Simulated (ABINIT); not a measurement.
Runs of ABINIT 10.8.3 (patched build) on HfO2. The structure is cubic, space group Fm-3m (No. 225). Conventional cell: a = 5.115 Å, b = 5.115 Å, c = 5.115 Å, α = 90.00°, β = 90.00°, γ = 90.00°. Hf (site symmetry m-3m) has 8 O at 2.21 Å as nearest neighbours. O (site symmetry -43m) is surrounded by 4 Hf at 2.21 Å. Measurements of this composition are mostly on another form, of space group No. 14.

```tsv
task	level	potentials or basis	k mesh	cutoff (eV)	fine-grid cutoff	mesh quality	gap on the mesh (eV)	pressure (GPa)
single point	r2SCAN	JTH PAW PBE v2.0	4 × 4 × 4	762	1360.57 eV	coarse	(a)	-12.2
single point	LDA	JTH PAW LDA v2.0	12 × 12 × 12	626	1224.51 eV	not flagged	(b)	-20.0
band structure	LDA	PseudoDojo NC SR LDA v0.4.1 standard	9 × 9 × 9	1143	-	not flagged	3.67	-22.0
band structure	RPBE	JTH PAW PBE v2.0	9 × 9 × 9	626	1224.51 eV	not flagged	3.95	-1.0
band structure	PW91	JTH PAW PBE v2.0	9 × 9 × 9	626	1224.51 eV	not flagged	3.83	-6.5
```

Alike in all rows: no spin polarisation; cell as given; smearing fermi-dirac 0.05 eV.

Question: Fill in the values left out.

Answer: (a) 4.23; (b) 3.52.

Caveats: some runs use coarse meshes; spin-orbit coupling is left out, which moves the levels of the heavy elements; the PAW data sets were made with another functional, which shifts forces and pressure a little (some runs); the mesh misses the band edges, which the band path finds closer together (some runs); so large a pressure means that the cell lies far from this level's equilibrium, or that cutoff or potentials fall short (some runs).

A k mesh can miss the band edges, and the runs leave out spin-orbit coupling on Hf.

Runs at the PBE level aren't shown here.
